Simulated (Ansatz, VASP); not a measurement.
## Ir in VASP and in Ansatz

Contents of INCAR:

```
PREC     = Accurate       # precision mode
ENCUT    = 520            # plane-wave cutoff, eV
EDIFF    = 1E-7           # SCF threshold, eV
ISMEAR   = -1             # smearing method
SIGMA    = 0.1            # smearing width, eV
LREAL    = False          # projectors in reciprocal space
LASPH    = True           # aspherical terms in the spheres
NELM     = 60             # most SCF steps
ALGO     = Normal         # electronic algorithm
ISIF     = 2              # what is computed and relaxed
LWAVE    = False          # write WAVECAR
LCHARG   = True           # write CHGCAR
GGA      = RE             # functional
LELF     = True           # ELF
LVHAR    = True         
NBANDS   = 10             # bands
```

KPOINTS

```
regular mesh
0
Gamma
  16 16 16
```

File POSCAR:

```
Ir
1.0
   -1.5395481237      1.5395481237      1.5395481237
    1.5395481237     -1.5395481237      1.5395481237
    1.5395481237      1.5395481237     -1.5395481237
Ir
1
Direct
    0.0000000000      0.0000000000      0.0000000000
```

Input for Ansatz:

```yaml
crystal:
  lattice:
    - [-1.5395481237, 1.5395481237, 1.5395481237]
    - [1.5395481237, -1.5395481237, 1.5395481237]
    - [1.5395481237, 1.5395481237, -1.5395481237]
  atoms:
    - { symbol: Ir, position: [0.0, 0.0, 0.0] }
hamiltonian:
  xc: revpbe
  pseudopotentials:
    kind: paw
    azcp:
      Ir: "pseudopotentials/Ir.paw.azcp"
basis:
  ecutwfc: 420
  fft_grid_basis: typed
kpoints:
  mp_grid: { grid: [16, 16, 16], shift: [0, 0, 0] }
magnetization:
  spin_polarized: false
scf:
  occupations: { method: fermi_dirac, width: 0.1 }
  lower_state_search: "off"
output:
  stress: true
```

Alike in both runs: task single point; functional revPBE; k mesh 16 × 16 × 16; occupations fermi-dirac, width 0.1 eV; no spin polarisation.

```csv
,VASP,Ansatz
version,VASP 6.6.1,Ansatz 0.2.0
potentials or method,"VASP PAW PBE potentials, release 64 (Ir)","plane waves (420 eV) with PAW, scalar-relativistic"
plane-wave cutoff (eV),520,420
valence electrons in the cell,9,17
```

|  | VASP | Ansatz | Ansatz less VASP |
| --- | --- | --- | --- |
| pressure (GPa) | 13.9 | 13.4 | -0.49 |

The two sets of potentials don't hold the same shells in valence.

Caveats: the PAW data sets were made with another functional, which shifts forces and pressure a little (VASP). The runs have no spin-orbit coupling, so splittings on Ir are missing.
